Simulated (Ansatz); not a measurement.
## Ga in Ansatz: the effect of functional

The system is Ga.

```xyz
2
Lattice="2.8150 0.0000 0.0000 0.0000 3.3248 0.0000 -1.3611 0.0000 4.0428" Properties=species:S:1:pos:R:3 pbc="T T T"
Ga   -0.6694    2.4936    3.1136
Ga    2.1233    0.8312    0.9292
```

This isn't the form of Ga at room conditions, which is orthorhombic.

The cell isn't the ideal one: volume scaled by 1.04.

Alike in all runs:

```yaml
Program: Ansatz 0.2.0
Task: single point
Potentials_or_basis: Ansatz PAW
k_mesh: 10 × 8 × 7
Occupations: fermi-dirac, width 0.05 eV
Spin: no spin polarisation
```

```csv
functional,cutoff,pressure (GPa),largest force (eV/Å)
LDA,420 eV (not typed: the program's choice for these potentials),-4.7,0.05
PBE,420 eV (not typed: the program's choice for these potentials),0.8,0.07
PBEsol,420 eV (not typed: the program's choice for these potentials),?,?
r2SCAN,500 eV (not typed: the program's choice for these potentials),-2.3,0.04
```

Problem. What does the run with functional PBEsol give?

Solution. Pressure -2.7 GPa; largest force 0.06 eV/Å.

Caveats: the PAW data sets come from PBE, with cores solved anew for the run's functional, which leaves a small shift of forces and pressure (some runs).
